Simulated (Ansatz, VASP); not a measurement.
## One calculation of BN, two programs

```
B N
1.0
     2.54395    0.00000    0.00000
    -1.27197    2.20312    0.00000
     0.00000    0.00000    4.20782
B N
2 2
Cartesian
  1.2720 0.7344 0.0009
  0.0000 1.4687 2.1048
  1.2720 0.7344 1.5771
  0.0000 1.4687 3.6810
```

Alike in both runs: task single point; functional PBEsol; k mesh 6 × 6 × 4; no spin polarisation.

```csv
,VASP,Ansatz
version,VASP 6.6.1,Ansatz 0.2.0
potentials or method,"VASP PAW PBE potentials, release 64 (B, N)","plane waves, PAW"
plane-wave cutoff (eV),520,420
occupations,"gaussian, width 0.01 eV",fixed
valence electrons in the cell,16,16
```

Ansatz gave:

```
gap on the k mesh at the Fermi level (eV) : 4.98
```

Task: Which values does VASP return?

Result: gap on the k mesh at the Fermi level (eV): 4.96.

Caveats: the k mesh is coarse (spacing up to 0.48 Å⁻¹), so the values aren't converged. A hybrid or GW would open this gap; PBEsol tends to underestimate it. A k mesh can miss the band edges.
